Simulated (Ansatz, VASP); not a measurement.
**SnSe in VASP and in Ansatz**

INCAR

```
SYSTEM = SnSe
  PREC = Accurate
  ENCUT = 520
  EDIFF = 1E-6
  ISMEAR = -1
  SIGMA = 0.0166
  LREAL = .False.
  LASPH = .True.
  NELM = 100
  ALGO = Normal
  ISIF = 2
  LWAVE = .False.
  LCHARG = .False.
  GGA = PE
  NBANDS = 50
```

File KPOINTS:

```
Automatic mesh
0
Gamma
  5 5 1
  0 0 0
```

The input POSCAR:

```
SnSe
1.0
    3.9829100000      0.0000000000      0.0000000000
   -1.9914550000      3.4493050000      0.0000000000
    0.0000000000      0.0000000000     16.9438670000
Sn Se
4 4
Direct
    0.3333300000      0.6666700000      0.1770000000
    0.6666600000      0.3333300000      0.6770000000
    0.3333300000      0.6666700000      0.3230000000
    0.6666700000      0.3333400000      0.8230000000
    0.3333300000      0.6666700000      0.6000000000
    0.6666600000      0.3333300000      0.1000000000
    0.3333300000      0.6666700000      0.9000000000
    0.6666700000      0.3333400000      0.4000000000
```

Input for Ansatz:

```yaml
crystal:
  lattice:
    - [3.98291, 0.0, 0.0]
    - [-1.991455, 3.449305, 0.0]
    - [0.0, 0.0, 16.943867]
  atoms:
    - { symbol: Sn, position: [0.33333, 0.66667, 0.177] }
    - { symbol: Sn, position: [0.66666, 0.33333, 0.677] }
    - { symbol: Sn, position: [0.33333, 0.66667, 0.323] }
    - { symbol: Sn, position: [0.66667, 0.33334, 0.823] }
    - { symbol: Se, position: [0.33333, 0.66667, 0.6] }
    - { symbol: Se, position: [0.66666, 0.33333, 0.1] }
    - { symbol: Se, position: [0.33333, 0.66667, 0.9] }
    - { symbol: Se, position: [0.66667, 0.33334, 0.4] }
  symmetry: { tolerance: 0.0003 }
kpoints:
  mp_grid: { grid: [5, 5, 1], shift: [0, 0, 0] }
magnetization:
  spin_polarized: false
scf:
  occupations: { method: fermi_dirac, width: 0.0166 }
hamiltonian:
  pseudopotentials: { kind: paw }
  xc: pbe
basis:
  ecutwfc: 420
output:
  forces: true
  stress: true
  eigenvalues: true
```

The cell was built by a generator and needn't be a form met in nature.

Alike in both runs: task single point; functional PBE; k mesh 5 × 5 × 1; occupations fermi-dirac, width 0.0166 eV; no spin polarisation.

```csv
,VASP,Ansatz
version,VASP 6.6.1,Ansatz 0.2.0
potentials or method,"VASP PAW PBE potentials, release 64 (Sn_d, Se)",PAW plane waves
plane-wave cutoff (eV),520,420
valence electrons in the cell,80,120
```

|  | VASP | Ansatz | Ansatz less VASP |
| --- | --- | --- | --- |
| gap on the k mesh at the Fermi level (eV) | none | none | - |
| pressure (GPa) | 9.6 | 9.6 | -0.01 |
| largest component of the traceless stress (GPa) | 7.94 | 8.00 | +0.055 |
| rms of the force components (eV/Å) | 1.333 | 1.338 | +0.0053 |

Atom by atom the forces differ by 0.006 eV/Å (rms over components). A gap of «none» marks a metal or a gap that the smearing closes. The functional is the same, so the differences come from potentials, cutoffs and numerics. The two sets of potentials don't hold the same shells in valence. Ansatz warned: «structure_snapped_to_symmetry».

Caveats: the k mesh is coarse (spacing up to 0.37 Å⁻¹), so the values aren't converged; this functional lacks dispersion, which binds the layers, so the pressure and a relaxed spacing across them are unreliable; forces of over 1 eV/Å show positions far from the minimum, so gaps and moduli don't describe the material at rest.
